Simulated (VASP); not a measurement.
ZrB: equation of state with LDA

Crystal: ZrB.

```
CELL_PARAMETERS angstrom
0.00000 2.41775 2.41775
2.41775 0.00000 2.41775
2.41775 2.41775 0.00000
ATOMIC_POSITIONS crystal
Zr 0.00000 0.00000 0.00000
B 0.50000 0.50000 0.50000
```

```
Program                : VASP 6.6.1
Task                   : equation of state
Functional             : LDA
Potentials or basis    : VASP PAW LDA potentials, release 64 (Zr_sv, B)
Cutoff                 : 520 eV
k mesh                 : 8 × 8 × 8
Occupations            : fermi-dirac, width 0.05 eV
Spin                   : no spin polarisation
Ladder                 : gaps
Further INCAR settings : ALGO = Fast; EDIFF = 1e-06
```

| Property | Result |
| --- | --- |
| Equilibrium volume | 14.13 Å³/atom |
| Bulk modulus | 177 GPa |
| Pressure derivative of the bulk modulus | 4.0 (rough: it moves with the points fitted) |

Energy against volume, from the lowest point:
```tsv
volume (Å³/atom)	energy (meV/atom)
13.568	13.42
13.850	3.25
14.133	0.00
14.416	3.00
14.698	11.67
```

All runs of the series together: 78 s on 1 thread of Intel(R) Xeon(R) Platinum 8488C (Sapphire Rapids), on a shared host.
